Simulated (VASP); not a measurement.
A run of VASP 6.6.1 is set up as follows.

The input INCAR:

```
  PREC = Accurate
  ENCUT = 600
  EDIFF = 1E-7
  ISMEAR = -1
  SIGMA = 0.05
  LREAL = False
  LASPH = True
  NELM = 60
  ALGO = Normal
  ISIF = 3
  LWAVE = False
  LCHARG = False
  GGA = CX
  LUSE_VDW = True
  AGGAC = 0.0
  IBRION = 2
  NSW = 60
  EDIFFG = -0.02
```

The input KPOINTS:

```
Automatic mesh
0
Gamma
  9 9 5
```

POSCAR

```
PtS2
1.0
    3.5432000000      0.0000000000      0.0000000000
   -1.7716000000      3.0685012107      0.0000000000
    0.0000000000      0.0000000000      5.0388000000
Pt S
1 2
Direct
    0.0000000000      0.0000000000      0.0000000000
    0.6666666667      0.3333333333      0.7730000000
    0.3333333333      0.6666666667      0.2270000000
```

Potentials or basis: VASP PAW PBE potentials, release 64 (Pt, S).

Run with:

```sh
$ cat potpaw_PBE.64/Pt/POTCAR potpaw_PBE.64/S/POTCAR > POTCAR
$ mpirun -np 1 vasp_std > vasp.out
```

(1) Predict the relaxed cell.

(2) What does it give for the band gap on the k mesh?

(3) Predict the space group after relaxing (to 0.05 Å).

Answers

(1) a = 3.580 Å, b = 3.580 Å, c = 4.745 Å, α = 90.00°, β = 90.00°, γ = 120.00°.

(2) 0.21 eV, indirect (least direct gap 0.90 eV).

(3) P-3m1 (No. 164).

Caveat: spin-orbit coupling is left out, which moves the levels of the heavy elements; an odd mesh through Γ misses points on the zone boundary, where band edges often lie.
